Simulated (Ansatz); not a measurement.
The following input was run with Ansatz 0.2.0.

```yaml
crystal:
  lattice:
    - [3.8093295917, 0.0, 0.0]
    - [-1.9046647959, 3.2989761978, 0.0]
    - [0.0, 0.0, 7.4655911978]
  atoms:
    - { symbol: "N", position: [0.3333333333, 0.6666666667, 0.3238121618] }
    - { symbol: "N", position: [0.3333333333, 0.6666666667, 0.1761878382] }
    - { symbol: "N", position: [0.6666666667, 0.3333333333, 0.8238121618] }
    - { symbol: "N", position: [0.6666666667, 0.3333333333, 0.6761878382] }
basis:
  ecutwfc: 420
kpoints:
  mp_grid: { grid: [6, 6, 4] }
hamiltonian:
  xc: pbe
  dispersion: d3bj
scf:
  occupations: { method: gaussian, width: 0.02 }
output:
  forces: true
  stress: true
  eigenvalues: true
  write_density: true
  write_potential: true
  elf: true
  volumetric_format: npy
relax:
  adjacent_minimum: "off"
  f_tol: 0.02
  max_steps: 70
  cell: { stress_tol: 0.03 }
```

Command:
```bash
ansatz run input.yaml --threads 2 --pin off --max-ram 5120MiB --backend cpu --events-out ev --progress --plain --runs-dir out
```

All numbers below come from DFT PBE+D3(BJ), scalar-relativistic, plane waves, PAW in Ansatz.

Part of what the program printed, abridged:

```
Pseudopotentials: kind: paw
Pseudopotential: N, paw, valence charge 5, recommended cutoff 420 eV (normal)
Functional definition: PBE
Crystal: 4 atoms, lattice volume = 93.819 Å³
Basis set: ecut = 420 eV, 1813 PW (Γ), exchange–correlation on 54×54×100 points (8 copies of the dense FFT grid, shifted against one another)
Bands: 14, of which v1, the nominal top of the filled ones, is band 10 counted from 1 (9 counted from 0)
Symmetry: 24 space group operations
Space group: P63/mmc (ITA 194), of the structure as read, at distance tolerance 4.5e-5 Å
k-points: 21 of 144
Initial density: superposition of atomic densities (neutral atoms: chi_scale 0, normalization atom), corrected by the library's trained network
Initial wavefunctions: pseudopotential atomic-orbital guess
Functional: x = pbe(κ = 0.804, μ = 0.21951497), c = pbe(β = 0.06672455)
SCF iter   1: F=—  HF=-1536.247386 eV  |F-HF|=—  |Δ(HF+E_count)|=         —  Δρ=4.45e-3  dr2=1.95e-2  ethr=1.77e-3  ⟨swp⟩=5.3  Hψ=1614  notcnv=0
SCF iter   2: F=—  HF=-1536.256873 eV  |F-HF|=—  |Δ(HF+E_count)|=   9.49e-3  Δρ=1.85e-3  dr2=3.30e-3  ethr=9.76e-5  ⟨swp⟩=3.0  Hψ=718  notcnv=0
SCF iter   3: F=—  HF=-1536.257404 eV  |F-HF|=—  |Δ(HF+E_count)|=   5.31e-4  Δρ=5.02e-4  dr2=1.78e-4  ethr=1.65e-5  ⟨swp⟩=2.0  Hψ=546  notcnv=0
SCF iter   4: F=—  HF=-1536.257460 eV  |F-HF|=—  |Δ(HF+E_count)|=   5.58e-5  Δρ=5.37e-5  dr2=1.37e-6  ethr=8.91e-7  ⟨swp⟩=2.1  Hψ=498  notcnv=0
SCF iter   5: F=—  HF=-1536.257568 eV  |F-HF|=—  |Δ(HF+E_count)|=   1.08e-4  Δρ=8.17e-6  dr2=4.78e-8  ethr=5.00e-10  ⟨swp⟩=6.2  Hψ=1883  notcnv=0
SCF iter   6: F=-1536.257568 eV  HF=-1536.257568 eV  |F-HF|=1.11e-11  |Δ(HF+E_count)|=   2.58e-8  Δρ=1.53e-6  dr2=1.74e-9  ethr=2.39e-10  ⟨swp⟩=5.1  Hψ=1682  notcnv=0
SCF 1 converged in 6 iterations: F = -1536.257568 eV  dr2 = 1.74e-9
relax step   1: F+E_penalty+E_count = -1536.25756784 eV  Δ(F+E_penalty+E_count) = +0.000e0 eV  max|allowed force component| = 3.836e-3 eV/Å  Δτ_max = 0.0000 Å  P = +0.004 GPa  Ω = 93.819 Å³  (6 SCF iters, dr2 threshold 1.00e-7 eV, accepted)
Initial density: handed on by an earlier stage of this run
Initial wavefunctions: pseudopotential atomic-orbital guess (no wavefunctions were taken with the density)
SCF iter   1: F=—  HF=-1536.257460 eV  |F-HF|=—  |Δ(HF+E_count)|=         —  Δρ=1.57e-6  dr2=1.49e-9  ethr=3.61e-8  ⟨swp⟩=3.0  Hψ=2484  notcnv=0
SCF iter   2: F=—  HF=-1536.257568 eV  |F-HF|=—  |Δ(HF+E_count)|=   1.08e-4  Δρ=1.23e-6  dr2=8.04e-10  ethr=7.44e-12  ⟨swp⟩=3.0  Hψ=692  notcnv=0
SCF iter   3: F=—  HF=-1536.257568 eV  |F-HF|=—  |Δ(HF+E_count)|=  1.85e-10  Δρ=4.76e-7  dr2=1.47e-10  ethr=4.02e-12  ⟨swp⟩=2.4  Hψ=466  notcnv=0
SCF iter   4: F=-1536.257568 eV  HF=-1536.257568 eV  |F-HF|=4.32e-12  |Δ(HF+E_count)|=  1.14e-10  Δρ=8.48e-8  dr2=4.95e-12  ethr=1.00e-12  ⟨swp⟩=4.0  Hψ=1466  notcnv=0
SCF 2 converged in 4 iterations: F = -1536.257568 eV  dr2 = 4.95e-12
SCF converged after 4 iterations
Free energy (F): -1536.257568 eV
Harris-Foulkes:  -1536.257568 eV  (|F-HF|=4.32e-12)
Internal energy: -1536.257568 eV  (E = F + TS)
E sigma→0 (E₀):  -1536.257568 eV
Fermi energy:    -2.044984 eV
--- Per-component energies (eV) ---
  E_band       = -215.036905
  E_kinetic    = 501.446576
  E_local      = -1513.223314  (includes V_loc(G=0)·N_el)
  E_nonlocal   = 192.010341
  E_hartree    = 486.589475
  E_xc         = -230.369569
  E_vxc        = -291.368235  (∫ρ·V_xc dr)
  E_paw        = -509.331518  (= ΣΔE_a)
  E_vpaw       = -77.081549  (= ΣTr[D̂ρ^β])
  E_aug_tail   = 0.000338  (compensation charges beyond the density's cutoff)
  E_ewald      = -463.173704
  E_disp       = -0.206193  (pairwise vdW)
  E_smearing   =  0.000000  (= −TS)
--- Forces (eV/Å), atoms counted from 1 ---
  atom   1  N      0.00000000     0.00000000     0.00385850
  atom   2  N      0.00000000     0.00000000    -0.00385850
  atom   3  N      0.00000000     0.00000000     0.00385850
  atom   4  N      0.00000000     0.00000000    -0.00385850
--- Stress (GPa, compression-positive) ---
       -0.008545       0.000000       0.000000
        0.000000      -0.008545       0.000000
        0.000000       0.000000       0.028279
  P = ⅓ Tr σ = 0.0037 GPa (0.037 kbar)
--- Band table (eV; the first three rows and the last of 21) ---
  k-point 0: bands = ["-23.9327", "-23.9117", "-9.7123", "-8.9835", "-7.1160", "-7.1160", "-7.0563", "-7.0563", "-6.6961", "-5.6065", "2.5443", "2.5443", "2.8601", "2.8601"]
  k-point 1: bands = ["-23.9297", "-23.9149", "-9.6288", "-9.1246", "-7.1076", "-7.1076", "-7.0652", "-7.0652", "-6.5053", "-5.7458", "2.5887", "2.5887", "2.8120", "2.8120"]
  k-point 2: bands = ["-23.9223", "-23.9223", "-9.4028", "-9.4028", "-7.0865", "-7.0865", "-7.0865", "-7.0865", "-6.1019", "-6.1019", "2.6991", "2.6991", "2.6991", "2.6991"]
  k-point 20: bands = ["-23.8791", "-23.8791", "-9.2041", "-9.2041", "-7.4518", "-7.4518", "-7.4304", "-7.4304", "-5.8798", "-5.8798", "2.0613", "2.0613", "2.1604", "2.1604"]
--- Relaxed structure (1 steps of the walk, 1 accepted, 1 SCFs on fresh bases) ---
  F+E_penalty+E_count = -1536.25756784 eV   max|allowed force component| = 3.858e-3 eV/Å   (the final SCF, on the basis selected at the relaxed cell)
  cell:  # Å, volume = 93.8192 Å³
    - [3.80932959, 0.0, 0.0]
    - [-1.90466479, 3.29897619, 0.0]
    - [0.0, 0.0, 7.4655911978]
  atoms:
    - { symbol: N, position: [0.33333333, 0.66666666, 0.32381216] }
    - { symbol: N, position: [0.33333333, 0.66666666, 0.1761878382] }
    - { symbol: N, position: [0.66666666, 0.33333333, 0.8238121618] }
    - { symbol: N, position: [0.66666666, 0.33333333, 0.67618783] }
```

The relaxation met its thresholds.

The run took 1.7 s on 2 threads of Arm Neoverse V2 (shared host), peak memory 0.33 GiB.